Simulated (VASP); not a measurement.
A run of VASP 6.6.1 is set up as follows.

File INCAR:

```
PREC = Accurate
ENCUT = 600
EDIFF = 1E-8
ISMEAR = 0
SIGMA = 0.03
LREAL = F
LASPH = T
NELM = 80
ALGO = Normal
ISIF = 2
LWAVE = F
LCHARG = F
LEPSILON = T
```

KPOINTS

```
regular mesh
0
Monkhorst-Pack
  16 16 16
```

Contents of POSCAR:

```
BP                                      
1.0
    0.0000000000      2.2512982268      2.2512982268
    2.2512982268      0.0000000000      2.2512982268
    2.2512982268      2.2512982268     -0.0000000000
  B               P             
     1     1
Direct
     0.0000000000000000    0.0000000000000000    0.0000000000000000
     0.2500000000000000    0.2500000000000000    0.2500000000000000
```

Potentials or basis: VASP PAW LDA potentials, release 64 (B, P).

Command:

```console
$ cat potpaw_LDA.64/B/POTCAR potpaw_LDA.64/P/POTCAR > POTCAR
$ mpirun -np 1 vasp_std > vasp.out
```

Question: Estimate the electronic dielectric tensor (diagonal).

Answer: 9.20.

Question: Estimate the Born charges (mean of the diagonal).

Answer: B -0.60; P +0.60 e.

Electronic dielectric tensor:
```
9.20 0.00 0.00
0.00 9.20 0.00
0.00 0.00 9.20
```
